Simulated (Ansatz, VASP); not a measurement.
# Si3Ge in two plane-wave programs, part 2 of 2

Wanted: the spread between two codes on one cell, functional and k mesh. The cell is invented: As first built, before any earlier steps moved the atoms: ordered cell of the SiGe line on the Si structure. It may not be a known or stable phase. The cell comes out of the VASP series on this material, whose earlier steps may have relaxed, scaled or displaced it; both programs get it as it stands.

VASP 6.6.1 and Ansatz 0.2.0.

So far: Starting point; VASP: zone-centre phonons, LDA.

## 3. Ansatz: zone-centre phonons, LDA

Level of this step: Ansatz beside VASP: Kohn-Sham DFT, plane waves, LDA (Ansatz).

Ansatz runs on its default PAW (the set named soft_2) files.

The same cell, functional (in two slightly different forms), mesh and smearing now go to Ansatz, which takes its cutoff from its data sets.

input.yaml

```yaml
crystal:
  lattice:
    - [5.4477941127, 0.0, 0.0]
    - [0.0, 5.4505645746, 0.0]
    - [0.0, 0.0, 5.4505645746]
  atoms:
    - { symbol: Ge, position: [0.5, 0.0, 0.5] }
    - { symbol: Ge, position: [0.5, 0.5, 0.0] }
    - { symbol: Si, position: [0.245172787, 0.25, 0.25] }
    - { symbol: Si, position: [0.245172787, 0.75, 0.75] }
    - { symbol: Si, position: [0.0, 0.0, 0.0] }
    - { symbol: Si, position: [0.754827213, 0.25, 0.75] }
    - { symbol: Si, position: [0.0, 0.5, 0.5] }
    - { symbol: Si, position: [0.754827213, 0.75, 0.25] }
hamiltonian:
  xc: lda
  pseudopotentials: { kind: paw }
kpoints:
  mp_grid: { grid: [4, 4, 4] }
scf:
  occupations: { method: gaussian, width: 0.03 }
phonons:
  method: dfpt
  qpoints: [[0, 0, 0]]
```

Command:

```console
ansatz run input.yaml --threads 4 --pin off --max-ram 9216MiB --backend cpu --events-out ev --progress --plain --runs-dir out
```

Numbers of over 12 decimals in the logs are rounded to 6 here.

Log:

```text
Engine: ansatz 0.2.0, aarch64-unknown-linux-gnu
Pseudopotentials: kind: paw
Pseudopotential: Ge, paw, valence charge 14, recommended cutoff 420 eV (normal), Ge.paw.azcp
Pseudopotential: Si, paw, valence charge 4, recommended cutoff 420 eV (normal), Si.paw.azcp
Functional definition: SPW92
  exchange = slater_x
  correlation = pw_c
Crystal: 8 atoms, lattice volume = 161.847 Å³
Basis set: ecut = 420 eV, 3119 PW (Γ), exchange–correlation on 80×80×80 points (8 copies of the dense FFT grid, shifted against one another)
Bands: 34, of which v1, the nominal top of the filled ones, is band 26 counted from 1 (25 counted from 0)
Symmetry: 16 space group operations
k-points: 36 of 64 (irreducible under 1 space group operation, time reversal used)
Non-local potential: Ge, projectors of the file, l = 0: 2, l = 1: 2, l = 2: 3, l = 3: 1
Non-local potential: Si, projectors of the file, l = 0: 2, l = 1: 2, l = 2: 2
PAW form: soft (Blöchl's): semilocal exchange-correlation on the pseudo side does not see the compensation charge
PAW frozen core: Ge, regenerated for the run's functional, and the local potential with it (the file was generated under x = pbe(κ = 0.804, μ = 0.219515), c = pbe(β = 0.066725))
PAW frozen core: Si, regenerated for the run's functional, and the local potential with it (the file was generated under x = pbe(κ = 0.804, μ = 0.219515), c = pbe(β = 0.066725))
PAW one-centre angular grid: Ge, 590 points (default); XC on 64 Gauss nodes
PAW one-centre angular grid: Si, 110 points (default); XC on 64 Gauss nodes
Initial density: superposition of atomic densities (neutral atoms: chi_scale 0, normalization atom), corrected by the library's trained network
Initial wavefunctions: pseudopotential atomic-orbital guess
Functional: x = slater, c = lda
SCF iter   1: F=—  HF=-12083.258787 eV  |F-HF|=—  |Δ(HF+E_count)|=         —  Δρ=4.51e-3  dr2=2.50e-2  ethr=1.77e-3  ⟨swp⟩=6.8  Hψ=5686  notcnv=0  defer=1
preconditioner: auto → Resta (q_TF=auto, 2.258 Å⁻¹)  ε∞=5.2  [insulator: Δε(μ)=0.241 eV  Ē_g=8.041 eV  σ=0.030 eV  W_gap=1.00  n_scr=26 (ndim 8)  ℏωp=16.5 eV  f_vac=0.000  D(μ)=0.00/eV (n_scr^D=0)  ε∞_Penn≈5.2]
SCF iter   2: F=—  HF=-12083.252267 eV  |F-HF|=—  |Δ(HF+E_count)|=   6.52e-3  Δρ=2.61e-3  dr2=6.95e-3  ethr=4.81e-5  ⟨swp⟩=1.5  Hψ=1557  notcnv=0  defer=30
SCF iter   3: F=—  HF=-12083.251120 eV  |F-HF|=—  |Δ(HF+E_count)|=   1.15e-3  Δρ=7.33e-4  dr2=4.76e-4  ethr=1.34e-5  ⟨swp⟩=2.2  Hψ=2021  notcnv=0  defer=30
SCF iter   4: F=—  HF=-12083.250494 eV  |F-HF|=—  |Δ(HF+E_count)|=   6.26e-4  Δρ=2.80e-4  dr2=7.67e-5  ethr=9.15e-7  ⟨swp⟩=2.0  Hψ=2053  notcnv=0  defer=30
SCF iter   5: F=—  HF=-12083.250471 eV  |F-HF|=—  |Δ(HF+E_count)|=   2.30e-5  Δρ=1.24e-4  dr2=1.26e-5  ethr=1.47e-7  ⟨swp⟩=2.7  Hψ=1930  notcnv=0  defer=30
SCF iter   6: F=—  HF=-12083.250458 eV  |F-HF|=—  |Δ(HF+E_count)|=   1.26e-5  Δρ=4.27e-5  dr2=1.77e-6  ethr=2.42e-8  ⟨swp⟩=2.0  Hψ=1491  notcnv=0  defer=30
SCF iter   7: F=—  HF=-12083.250457 eV  |F-HF|=—  |Δ(HF+E_count)|=   1.10e-6  Δρ=8.92e-6  dr2=6.10e-8  ethr=3.40e-9  ⟨swp⟩=2.2  Hψ=2023  notcnv=0  defer=30
SCF iter   8: F=—  HF=-12083.250457 eV  |F-HF|=—  |Δ(HF+E_count)|=   4.75e-8  Δρ=3.84e-7  dr2=2.49e-10  ethr=1.17e-10  ⟨swp⟩=2.4  Hψ=2010  notcnv=0  defer=30
SCF iter   9: F=—  HF=-12083.250457 eV  |F-HF|=—  |Δ(HF+E_count)|=  3.64e-12  Δρ=2.73e-7  dr2=5.74e-11  ethr=1.00e-12  ⟨swp⟩=2.4  Hψ=2037  notcnv=0  defer=30
SCF iter  10: F=-12083.250457 eV  HF=-12083.250457 eV  |F-HF|=9.09e-12  |Δ(HF+E_count)|=  4.73e-11  Δρ=6.23e-8  dr2=3.73e-12  ethr=1.00e-12  ⟨swp⟩=9.2  Hψ=6204  notcnv=0
SCF 1 converged in 10 iterations: F = -12083.250457 eV  dr2 = 3.73e-12
  greatest PAW one-centre occupation: 0.998 electrons in one spin orbital (limit 2), on the Ge atom at site 1 (counted from 0), in its partial waves of l = 2
DFPT response loops at Γ: preconditioner auto → Resta (q_TF=auto, 2.258 Å⁻¹)  ε∞=16.6 (no band partly filled); β = 1.00, the filter's whole step (`scf.mixing.beta` (0.50) is not read by the response loops at its default; to damp them type it under 1.00, their step now; it binds the ground state too); Broyden in place of MSR1
SCF converged after 10 iterations
Free energy (F): -12083.250457 eV
Harris-Foulkes:  -12083.250457 eV  (|F-HF|=9.09e-12)
Internal energy: -12083.250457 eV  (E = F + TS)
E sigma→0 (E₀):  -12083.250457 eV
Fermi energy:    7.018725 eV
--- Per-component energies (eV) ---
  E_band       = -297.244775
  E_kinetic    = 469.299546
  E_local      = -5934.412240  (includes V_loc(G=0)·N_el)
  E_nonlocal   = 1007.097012
  E_hartree    = 2614.770578
  E_xc         = -480.617312
  E_vxc        = -414.843528  (∫ρ·V_xc dr)
  E_paw        = -6800.851021  (= ΣΔE_a)
  E_vpaw       = -653.927177  (= ΣTr[D̂ρ^β])
  E_aug_tail   = 0.000611  (compensation charges beyond the density's cutoff)
  E_ewald      = -2962.860268
  E_core_change = 4.322637  (= ΣΔE_core)
  E_smearing   = -0.000000  (= −TS)
  E_closure    = -0.000000  (closes the sum)
  Σ components = -12083.250457   (vs F -12083.250457, Δ=0.00e0)
--- Band table (eV; the first three rows and the last of 36) ---
  k-point 0: bands = [... 22 lower, 3.9680, 6.8490, 6.9083, 6.9083, 7.1263, 7.4060, 7.5825, 7.5825, ... 4 higher]
  k-point 1: bands = [... 22 lower, 4.1872, 5.3670, 6.0473, 6.0613, 7.3583, 8.2675, 8.6800, 8.8168, ... 4 higher]
  k-point 2: bands = [... 22 lower, 4.9247, 4.9247, 4.9337, 4.9337, 7.8964, 7.8964, 9.8752, 9.8752, ... 4 higher]
  k-point 35: bands = [... 22 lower, 5.6437, 5.6437, 5.7710, 5.7710, 7.8195, 7.8195, 8.2964, 8.2964, ... 4 higher]
--- Phonons (Γ-DFPT): 6 representative perturbations + reference, on 36 of 64 k-points (Σ response iterations 18) ---
  k mesh reduced under 1 symmetry operation, with k and −k counted as one. Each operation leaves every solved perturbation unchanged. A smaller set is not used because it would not reduce the number of displacements times k-points to solve
  ASR residual: 3.525e-5 → 0.000e0 eV/Å²; symmetrization residual: 1.830e-5 eV/Å²
  ASR residual per site (eV/Å²): 3.53e-5 3.53e-5 7.54e-6 7.54e-6 3.33e-6 7.54e-6 3.33e-6 7.54e-6
  Γ frequencies (cm⁻¹): 0.00 0.00 0.00 91.53 109.27 109.27 115.97 115.97 140.82 303.89 303.89 304.83 381.65 389.91 389.91 402.17 404.15 407.45 442.26 442.26 452.73 482.94 491.59 491.59
  non-analytic LO–TO correction: not included (Born effective charges unavailable; polar crystals: no LO–TO splitting at Γ)
--- Phonons (arbitrary-q DFPT): 1 explicit q-point ---
  q = [0, 0, 0] (of the zone-centre solve; hermiticity 2.71e-6, symmetrization 1.35e-6): 0.00 0.00 0.00 91.53 109.27 109.27 115.97 115.97 140.82 303.89 303.89 304.83 381.65 389.91 389.91 402.17 404.15 407.45 442.26 442.26 452.73 482.94 491.59 491.59
  sum rule: each row above includes the acoustic sum rule's correction from the zone centre's row sums; it moved no ω² by more than (0.36 cm⁻¹)²
```

The job ended after 44 s (4 threads of Arm Neoverse V2, shared host; peak memory 1 GiB; 2.6 min of CPU time).

## 4. Side by side

Known differences besides the PAW data sets themselves: the two LDA forms differ slightly; the cutoff is 420 eV in Ansatz and 500 eV in VASP; Ansatz makes its cores anew for this functional, VASP keeps those of its LDA data sets; VASP uses finite displacements, Ansatz perturbation theory. Total energies have different zeros and are not compared.

Compared:

| quantity | Ansatz | VASP | difference |
| --- | --- | --- | --- |
| mode 4 (cm⁻¹) | 91.5 | 90.9 | +0.66 % |
| mode 5 to 6 (cm⁻¹) | 109.3 | 109.0 | +0.25 % |
| mode 7 to 8 (cm⁻¹) | 116.0 | 115.7 | +0.20 % |
| mode 9 (cm⁻¹) | 140.8 | 140.8 | +0.02 % |
| mode 10 to 11 (cm⁻¹) | 303.9 | 304.4 | -0.16 % |
| mode 12 (cm⁻¹) | 304.8 | 305.2 | -0.11 % |
| mode 13 (cm⁻¹) | 381.6 | 382.4 | -0.21 % |
| mode 14 to 15 (cm⁻¹) | 389.9 | 390.6 | -0.19 % |
| mode 16 (cm⁻¹) | 402.2 | 402.6 | -0.12 % |
| mode 17 (cm⁻¹) | 404.1 | 404.4 | -0.06 % |
| mode 18 (cm⁻¹) | 407.4 | 407.6 | -0.03 % |
| mode 19 to 20 (cm⁻¹) | 442.3 | 442.7 | -0.10 % |
| mode 21 (cm⁻¹) | 452.7 | 453.3 | -0.12 % |
| mode 22 (cm⁻¹) | 482.9 | 482.9 | +0.00 % |
| mode 23 to 24 (cm⁻¹) | 491.6 | 491.6 | -0.01 % |

## 5. Summary of results

* difference in mode 4 (zone-centre phonons, LDA): 0.66 %

The difference in mode 4 is 0.66 % (zone-centre phonons, LDA), within the 3 % picked in this series as the mark of a large difference. How closely two codes agree says nothing of how well the functional describes the real material.

[Lines on the potential files, build, host, timing and source positions are cut from VASP's logs without a mark.]

[Logs are printed without paths, hosts, clocks, repeated set-up lines and the standing remarks that a program may print on its own settings, such as how far it seeks lower states.]

[Hosts, paths, dates, database ids (printed as entryN), source tags and the programs' standing remarks are cut or masked in the printed files.]
